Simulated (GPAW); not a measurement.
## Bi: single point with PBE

Crystal: Bi.

```
Bi
1.0
    -1.98143    1.98143    1.98143
     1.98143   -1.98143    1.98143
     1.98143    1.98143   -1.98143
Bi
1
Direct
  0.00000 0.00000 0.00000
```

This isn't the form of Bi at room conditions, which is rhombohedral.

```yaml
Program: GPAW 26.7.0
Task: single point
Functional: PBE
Potentials_or_basis: GPAW PAW data sets (gpaw-data 1.2.1)
Cutoff: 600 eV
Basis: pw
k_mesh: 9 × 9 × 9
Occupations: gaussian, width 0.027 eV
Spin: no spin polarisation
Maxiter: 150
```

- Pressure: 0.7 GPa
- Band gap on the k mesh: none (metal or under the smearing width)

Levels at points of the mesh, in eV from the Fermi level:
```
           k point  band 3  band 4  band 5  band 6  band 7  band 8  band 9  band 10  band 11
(0.00, 0.00, 0.00)  -23.26  -23.14  -23.14  -13.46    5.07    5.07    5.07     9.23    10.54
```

Run time: 8.4 s on 1 thread of Arm Neoverse V1, with other jobs on the host, peak memory 0.14 GiB.

Caveat: spin-orbit coupling is left out, which moves the levels of the heavy elements.
